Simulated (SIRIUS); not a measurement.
The system is Zr.

```xyz
1
Lattice="-1.8100 1.8100 1.8100 1.8100 -1.8100 1.8100 1.8100 1.8100 -1.8100" Properties=species:S:1:pos:R:3 pbc="T T T"
Zr    0.0000    0.0000    0.0000
```

This isn't the form of Zr at room conditions, which is hcp.

* Program: SIRIUS 7.10.0
* Task: single point
* Functional: PBE
* Potentials or basis: PseudoDojo 0.4.1 PBE standard (scalar relativistic)
* Cutoff: 915 eV
* Density cutoff: 3659 eV
* k mesh: 10 × 10 × 10
* Occupations: fermi-dirac, width 0.05 eV
* Spin: no spin polarisation

On this cell: pressure -3.3 GPa; band gap on the k mesh none (metal or under the smearing width).

The same run follows on a disturbed copy (cell strained at random at fixed volume):

```
Zr
1.0
    -1.84427    1.86024    1.77457
     1.87912   -1.87150    1.82068
     1.75054    1.77777   -1.78583
Zr
1
Direct
  0.02239 0.99601 0.01201
```

Q: What changes?

A: The energy (extrapolated to zero smearing) moves by +5.7 meV/atom; pressure -3.3 GPa; band gap on the k mesh none (metal or under the smearing width).

Stress tensor (GPa, compression positive):
```
-3.21  1.41 -0.58
 1.41 -3.22  0.35
-0.58  0.35 -3.37
```
